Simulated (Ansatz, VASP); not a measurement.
## InAs in VASP and in Ansatz

```
In As
1.0
    -2.56411    2.56411    1.39814
     2.56411   -2.56411    1.39814
     2.56411    2.56411   -1.39814
In As
1 1
Direct
  0.00000 0.00000 0.00000
  0.75000 0.25000 0.50000
```

Alike in both runs: functional PBEsol; k mesh 16 × 16 × 16; occupations gaussian, width 0.1 eV; no spin polarisation.

Ansatz relaxed the structure, and its values are those at the end. VASP's run is a single point on that final structure, the one shown.

|  | VASP | Ansatz |
| --- | --- | --- |
| version | VASP 6.6.1 | Ansatz 0.2.0 |
| potentials or method | VASP PAW PBE potentials, release 64 (In_d, As) | scalar-relativistic, plane waves, PAW |
| plane-wave cutoff (eV) | 520 | 500 |
| valence electrons in the cell | 18 | 28 |

|  | VASP | Ansatz | Ansatz less VASP |
| --- | --- | --- | --- |
| gap on the k mesh at the Fermi level (eV) | none | none | - |
| pressure (GPa) | 20.3 | 20.0 | -0.28 |

A gap of «none» marks a metal or a gap that the smearing closes. With one functional, cell and mesh, what is left measures potentials, basis and numerics. The two sets of potentials don't hold the same shells in valence.

Caveats: so large a pressure means that the cell lies far from this level's equilibrium, or that cutoff or potentials fall short (VASP); the potentials were made for another functional, which shifts forces and pressure (VASP).
